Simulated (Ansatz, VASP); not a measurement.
As: VASP beside Ansatz

```
As
1.0
     2.73926    0.00000    0.00000
     0.00000    2.73926    0.00000
     0.00000    0.00000    2.73926
As
1
Cartesian
  1.3696 1.3696 1.3696
```

This isn't the form of As at room conditions, which is rhombohedral.

Alike in both runs: task single point; functional LDA; k mesh 10 × 10 × 10; occupations fermi-dirac, width 0.05 eV; no spin polarisation.

```csv
,VASP,Ansatz
version,VASP 6.6.1,Ansatz 0.2.0
potentials or method,"VASP PAW LDA potentials, release 64 (As)",Ansatz PAW
plane-wave cutoff (eV),520,420
valence electrons in the cell,5,15
```

VASP gave:

- gap on the k mesh at the Fermi level (eV): none
- pressure (GPa): -5.9

What did Ansatz give for the same quantities?

gap on the k mesh at the Fermi level (eV): none; pressure (GPa): -6.1.

A gap of «none» marks a metal or a gap that the smearing closes. The two sets of potentials don't hold the same shells in valence.

Caveats: the PAW data sets come from PBE, with cores solved anew for the run's functional, which leaves a small shift of forces and pressure (Ansatz).
